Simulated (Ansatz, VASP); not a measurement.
Two plane-wave programs on AgCl

```
Ag Cl
1.0
    -2.14824    2.14824    3.01181
     2.14824   -2.14824    3.01181
     2.14824    2.14824   -3.01181
Ag Cl
1 1
Direct
  0.00000 0.00000 0.00000
  0.25000 0.75000 0.50000
```

Alike in both runs: functional PBE; k mesh 10 × 10 × 10; occupations gaussian, width 0.02 eV; no spin polarisation.

Ansatz relaxed the structure, and its values are those at the end. VASP's run is a single point on that final structure, the one shown.

|  | VASP | Ansatz |
| --- | --- | --- |
| version | VASP 6.6.1 | Ansatz 0.2.0 |
| potentials or method | VASP PAW PBE potentials, release 64 (Ag, Cl) | scalar-relativistic, plane waves, PAW |
| plane-wave cutoff (eV) | 520 | 420 |
| valence electrons in the cell | 18 | 26 |

VASP gave:

| Quantity | Value |
| --- | --- |
| gap on the k mesh at the Fermi level (eV) | 1.29 |
| least direct gap on the mesh (eV) | 1.29 |
| pressure (GPa) | -0.1 |

Estimate Ansatz's values.

gap on the k mesh at the Fermi level (eV): 1.29; least direct gap on the mesh (eV): 1.29; pressure (GPa): 0.0.

The two sets of potentials don't hold the same shells in valence.

A k mesh can miss the band edges. As with any semilocal functional, this PBE gap is likely too small.
